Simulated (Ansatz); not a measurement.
GaAs built on the zincblende prototype: a single-point calculation in the PAW code Ansatz (PBE). The cell was relaxed with r2SCAN and then strained (uniaxial +4.0 % along z, other directions held), with the atoms relaxed again with r2SCAN; k points keep the names of the unstrained zone.

The input:
```yaml
crystal:
  lattice:
    - [0.0, 2.8330850955, 2.9464084993]
    - [2.8330850955, 0.0, 2.9464084993]
    - [2.8330850955, 2.8330850955, 0.0]
  atoms:
    - { symbol: Ga, position: [0.0, 0.0, 0.0] }
    - { symbol: As, position: [0.25, 0.25, 0.25] }
kpoints:
  mp_grid: { grid: [8, 8, 8] }
  band_path:
    path:
      - [0.0, 0.0, 0.0]
      - [-0.5, -0.5, 0.0]
      - [-0.375, -0.375, 0.25]
      - [-0.375, 0.0, 0.375]
      - [0.0, 0.0, 0.5]
      - [-0.5, -0.25, 0.25]
    npoints: 1
hamiltonian:
  xc: pbe
scf:
  occupations: { method: fermi_dirac, width: 0.02 }
  n_extra_bands: 4
output:
  forces: true
  stress: true
  eigenvalues: true
```

Run as `ansatz run input.yaml --threads 2 --pin off --max-ram 18432MiB --backend cpu --events-out ev --progress --plain --runs-dir out`. Wall time 2.1 s on 2 threads of AMD EPYC 7R13 Processor (Zen 3), on a shared host, load about 1.7 per core; peak host memory 0.51 GiB.

Q: What will the output look like, and what does it show?

A: The output, standing remarks left out:
```
Functional definition: PBE
Crystal: 2 atoms, lattice volume = 47.298 Å³
Basis set: ecut = 420 eV, 909 PW (Γ)
Bands: 18, of which v1, the nominal top of the filled ones, is band 14 counted from 1 (13 counted from 0)
Symmetry: 8 space group operations
Space group: I-4m2 (ITA 119)
k-points: 59 of 512 (time reversal used)
SCF iter   1: HF=-8639.847217 eV  Δρ=1.77e-3  dr2=2.55e-3
SCF iter   2: HF=-8639.846383 eV  Δρ=7.97e-4  dr2=3.01e-4
SCF iter   3: HF=-8639.846328 eV  Δρ=2.70e-4  dr2=4.15e-5
SCF iter   4: HF=-8639.846345 eV  Δρ=1.16e-4  dr2=7.53e-6
SCF iter   5: HF=-8639.846353 eV  Δρ=2.13e-5  dr2=2.29e-7
SCF iter   6: HF=-8639.846353 eV  Δρ=2.93e-6  dr2=3.84e-9
SCF 1 converged in 6 iterations: F = -8639.846353 eV  dr2 = 3.84e-9
SCF converged after 6 iterations
Free energy (F): -8639.846353 eV
Internal energy: -8639.846283 eV  (E = F + TS)
E sigma→0 (E₀):  -8639.846318 eV
Entropy (-TS):   -0.000070 eV (-0.035 meV/atom)
Fermi energy:    7.704329 eV
--- Per-component energies (eV) ---
  E_band       = -326.592072
  E_kinetic    = 218.246502
  E_local      = -3980.708939
  E_nonlocal   = -245.749070
  E_hartree    = 1999.090370
  E_xc         = -147.848994
  E_vxc        = -136.652509
  E_paw        = -3824.445244
  E_vpaw       = -179.907915
  E_ewald      = -2658.430797
  E_smearing   = -0.000070
--- Stress (GPa, compression-positive) ---
        0.932529       0.000000       0.000000
        0.000000       0.932529       0.000000
        0.000000       0.000000      -1.512088
  P = ⅓ Tr σ = 0.1177 GPa (1.177 kbar)
```
The trailing digits, and the zero of the energies, depend on the potentials and thresholds.

The file bands.tsv (bands near the Fermi energy, numbered from 0, rounded):
```tsv
# k_distance	band_9	band_10	band_11	band_12	band_13	band_14	band_15	band_16	band_17
# fermi_ev = 7.704329
# [0, 0, 0] at k_distance = 0.000000
# [-0.5, -0.5, 0] at k_distance = 1.066245
# [-0.375, -0.375, 0.25] at k_distance = 1.458298
# [-0.375, 0, 0.375] at k_distance = 2.133072
# [0, 0, 0.5] at k_distance = 2.807846
# [-0.5, -0.25, 0.25] at k_distance = 3.577021
# levels_relative_to = fermi_ev
0.000	-14.768	-12.534	-0.283	-0.052	-0.052	0.037	3.570	3.570	3.677
1.066	-14.766	-10.320	-6.877	-2.476	-2.476	1.584	1.792	9.660	9.660
1.458	-14.771	-10.314	-6.653	-3.749	-2.075	2.068	4.689	7.565	7.752
2.133	-14.762	-10.244	-6.508	-3.744	-2.331	1.763	4.267	7.501	7.592
2.808	-14.763	-10.908	-6.517	-1.355	-1.044	0.726	4.403	4.625	7.590
3.577	-14.768	-10.202	-6.590	-3.438	-3.253	4.391	4.643	5.354	6.075
```
In order the rows are Γ, X, U, K, L, W.

The PBE gap is direct at Γ: 0.09 eV. Edges are sought over the mesh and the listed points. The mean pressure is +0.12 GPa (compression positive), so PBE would enlarge the cell's volume.

Calculated for a static, non-magnetic cell.

The runs are scalar-relativistic, without spin-orbit coupling.

Gaps or overlaps of about a tenth of an eV are at the limit of these meshes: between the points read a gap can be smaller or closed.
